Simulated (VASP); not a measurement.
Runs of VASP 6.6.1 on GaAs. It takes space group F-43m (No. 216, cubic). The conventional cell has a = 5.654 Å, b = 5.654 Å, c = 5.654 Å, α = 90.00°, β = 90.00°, γ = 90.00°. As (site symmetry -43m) has 4 Ga at 2.45 Å as nearest neighbours. Around Ga (site symmetry -43m) lie 4 As at 2.45 Å. 

| task | level | potentials or basis | cell | cutoff (eV) | smearing | gap on the mesh (eV) | pressure (GPa) | relaxed volume (Å³/atom) |
| --- | --- | --- | --- | --- | --- | --- | --- | --- |
| relaxation of cell and atoms | revPBE+D4 | VASP PAW PBE potentials, release 64 (As, Ga_d) | relaxed | 600 | fermi-dirac 0.05 eV | 0.66 | 0.0 | 22.44 |
| relaxation of cell and atoms | PBE+D4 | VASP PAW PBE potentials, release 64 (As, Ga_d) | relaxed | 600 | fermi-dirac 0.05 eV | 0.47 | 0.0 | 22.73 |
| relaxation of cell and atoms | BLYP+D3(BJ) | VASP PAW PBE potentials, release 64 (As, Ga_d) | relaxed | 600 | fermi-dirac 0.05 eV | (a) | 0.0 | 23.02 |
| relaxation of cell and atoms | PBE+MBD | VASP PAW PBE potentials, release 64 (As, Ga_d) | relaxed | 600 | fermi-dirac 0.05 eV | (b) | 0.0 | 23.05 |
| relaxation of cell and atoms | PBEsol+rVV10 | VASP PAW PBE potentials, release 64 (As, Ga_d) | relaxed | 600 | fermi-dirac 0.05 eV | 0.45 | 0.0 | - |
| single point | PBE | VASP PAW PBE potentials, release 64 (As, Ga_d) | as given | 520 | gaussian 0.028 eV | 0.52 | 3.5 | - |
| relaxation of cell and atoms | PBEsol+D3 | VASP PAW PBE potentials, release 64 (As, Ga_d) | relaxed | 600 | fermi-dirac 0.05 eV | 0.56 | 0.0 | 22.29 |
| relaxation of cell and atoms | PBEsol+D4 | VASP PAW PBE potentials, release 64 (As, Ga_d) | relaxed | 600 | fermi-dirac 0.05 eV | 0.59 | -0.1 | 22.19 |
| band structure | PBE | VASP PAW PBE potentials, release 54 (As, Ga_d) | as given | 520 | fermi-dirac 0.05 eV | 0.52 | - | - |
| relaxation of cell and atoms | BLYP+D3 | VASP PAW PBE potentials, release 64 (As, Ga_d) | relaxed | 600 | fermi-dirac 0.05 eV | none | 0.1 | 24.07 |
| band structure | PBE | VASP PAW PBE potentials, release 54 (As, Ga) | as given | 500 | fermi-dirac 0.05 eV | 0.58 | 4.0 | - |

Alike in all rows: no spin polarisation; k mesh 8 × 8 × 8.

Question: Fill in the values left out.

Answer: (a) 0.25; (b) 0.37.

Caveats: the PAW data sets were made with another functional, which shifts forces and pressure a little (some runs); the relaxation stopped at its first step, so nothing moved (some runs); pairwise dispersion overbinds metals, which lowers pressure and volume (some runs); this crystal is a semiconductor, whose small gap the functional closes, so the metal is an error of the method (some runs).

A k mesh can miss the band edges, and the runs leave out spin-orbit coupling on As, Ga.

A gap of «none» marks a metal or a gap under the smearing width.

The runs don't all hold the same shells in valence.
